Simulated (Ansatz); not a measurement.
# TiSi2: the cost of one run

Method: DFT PBEsol, scalar-relativistic, plane waves, PAW, in Ansatz 0.2.0.

3 further runs of the same task are left out: 3 set aside as unsound or not needed.

### Step 1. The structure to begin with

The structure is orthorhombic, space group Cmcm (No. 63). The conventional cell has a = 3.517 Å, b = 13.348 Å, c = 3.556 Å, α = 90.00°, β = 90.00°, γ = 90.00°. Around Ti (site symmetry m2m) lie 10 Si at 2.56 to 2.79 Å. Around Si (site symmetry m2m) lie 2 Si at 2.39 Å and 6 Ti at 2.56 to 2.79 Å. Si (site symmetry m2m) is surrounded by 4 Si at 2.50 Å and 4 Ti at 2.64 to 2.65 Å.

Coordinates:

```
CELL_PARAMETERS angstrom
-3.51705 0.00000 -7.11123
5.27557 6.67412 0.00000
5.27557 -6.67412 0.00000
ATOMIC_POSITIONS crystal
Ti 0.12500 0.81082 0.60585
Ti 0.62500 0.64415 0.43918
Ti 0.12500 0.14415 0.93918
Ti 0.62500 0.97748 0.77252
Ti 0.12500 0.47748 0.27252
Ti 0.62500 0.31082 0.10585
Ti 0.37500 0.68918 0.89415
Ti 0.87500 0.52252 0.72748
Ti 0.37500 0.02252 0.22748
Ti 0.87500 0.85585 0.06082
Ti 0.37500 0.35585 0.56082
Ti 0.87500 0.18918 0.39415
Si 0.12500 0.14835 0.26832
Si 0.62500 0.98168 0.10165
Si 0.12500 0.48168 0.60165
Si 0.62500 0.31501 0.43499
Si 0.12500 0.81501 0.93499
Si 0.62500 0.64835 0.76832
Si 0.37500 0.35165 0.23168
Si 0.87500 0.18499 0.06501
Si 0.37500 0.68499 0.56501
Si 0.87500 0.51832 0.39835
Si 0.37500 0.01832 0.89835
Si 0.87500 0.85165 0.73168
Si 0.12500 0.45861 0.95805
Si 0.62500 0.29195 0.79139
Si 0.12500 0.79195 0.29139
Si 0.62500 0.62528 0.12472
Si 0.12500 0.12528 0.62472
Si 0.62500 0.95861 0.45805
Si 0.37500 0.04139 0.54195
Si 0.87500 0.87472 0.37528
Si 0.37500 0.37472 0.87528
Si 0.87500 0.20805 0.70861
Si 0.37500 0.70805 0.20861
Si 0.87500 0.54139 0.04195
```

It goes back to an entry of the Materials Project, which need not be the stable form.

It is built from the cell relaxed beforehand with the same method (13.91 Å³/atom).

### Step 2. Reference: the perfect supercell

Contents of input.yaml:

```yaml
crystal:
  lattice:
    - [-3.5170495929, 0.0, -7.1112303616]
    - [5.2755743893, 6.6741239618, 0.0]
    - [5.2755743893, -6.6741239618, 0.0]
  atoms:
    - { symbol: Ti, position: [0.125, 0.8108160756, 0.6058505911] }
    - { symbol: Ti, position: [0.625, 0.6441494089, 0.4391839244] }
    - { symbol: Ti, position: [0.125, 0.1441494089, 0.9391839244] }
    - { symbol: Ti, position: [0.625, 0.9774827422, 0.7725172578] }
    - { symbol: Ti, position: [0.125, 0.4774827422, 0.2725172578] }
    - { symbol: Ti, position: [0.625, 0.3108160756, 0.1058505911] }
    - { symbol: Ti, position: [0.375, 0.6891839244, 0.8941494089] }
    - { symbol: Ti, position: [0.875, 0.5225172578, 0.7274827422] }
    - { symbol: Ti, position: [0.375, 0.0225172578, 0.2274827422] }
    - { symbol: Ti, position: [0.875, 0.8558505911, 0.0608160756] }
    - { symbol: Ti, position: [0.375, 0.3558505911, 0.5608160756] }
    - { symbol: Ti, position: [0.875, 0.1891839244, 0.3941494089] }
    - { symbol: Si, position: [0.125, 0.1483470148, 0.2683196518] }
    - { symbol: Si, position: [0.625, 0.9816803482, 0.1016529852] }
    - { symbol: Si, position: [0.125, 0.4816803482, 0.6016529852] }
    - { symbol: Si, position: [0.625, 0.3150136815, 0.4349863185] }
    - { symbol: Si, position: [0.125, 0.8150136815, 0.9349863185] }
    - { symbol: Si, position: [0.625, 0.6483470148, 0.7683196518] }
    - { symbol: Si, position: [0.375, 0.3516529852, 0.2316803482] }
    - { symbol: Si, position: [0.875, 0.1849863185, 0.0650136815] }
    - { symbol: Si, position: [0.375, 0.6849863185, 0.5650136815] }
    - { symbol: Si, position: [0.875, 0.5183196518, 0.3983470148] }
    - { symbol: Si, position: [0.375, 0.0183196518, 0.8983470148] }
    - { symbol: Si, position: [0.875, 0.8516529852, 0.7316803482] }
    - { symbol: Si, position: [0.125, 0.4586135306, 0.958053136] }
    - { symbol: Si, position: [0.625, 0.291946864, 0.7913864694] }
    - { symbol: Si, position: [0.125, 0.791946864, 0.2913864694] }
    - { symbol: Si, position: [0.625, 0.6252801973, 0.1247198027] }
    - { symbol: Si, position: [0.125, 0.1252801973, 0.6247198027] }
    - { symbol: Si, position: [0.625, 0.9586135306, 0.458053136] }
    - { symbol: Si, position: [0.375, 0.0413864694, 0.541946864] }
    - { symbol: Si, position: [0.875, 0.8747198027, 0.3752801973] }
    - { symbol: Si, position: [0.375, 0.3747198027, 0.8752801973] }
    - { symbol: Si, position: [0.875, 0.208053136, 0.7086135306] }
    - { symbol: Si, position: [0.375, 0.708053136, 0.2086135306] }
    - { symbol: Si, position: [0.875, 0.5413864694, 0.041946864] }
  symmetry: { detect: false }
basis:
  ecutwfc: 420
kpoints:
  mp_grid: { grid: [2, 2, 2], shift: [0.5, 0.5, 0.5] }
hamiltonian:
  xc: pbesol
scf:
  occupations: { method: gaussian, width: 0.1 }
output:
  forces: true
  stress: true
  eigenvalues: true
```

Command:

```bash
$ ansatz run input.yaml --threads 4 --pin off --max-ram 9216MiB --backend cpu --events-out ev --progress --plain --runs-dir out
```

What time and memory should one allow on 4 threads of Intel Xeon at 2.70GHz, shared host?

About 15 s, with a peak of 1.7 GiB.
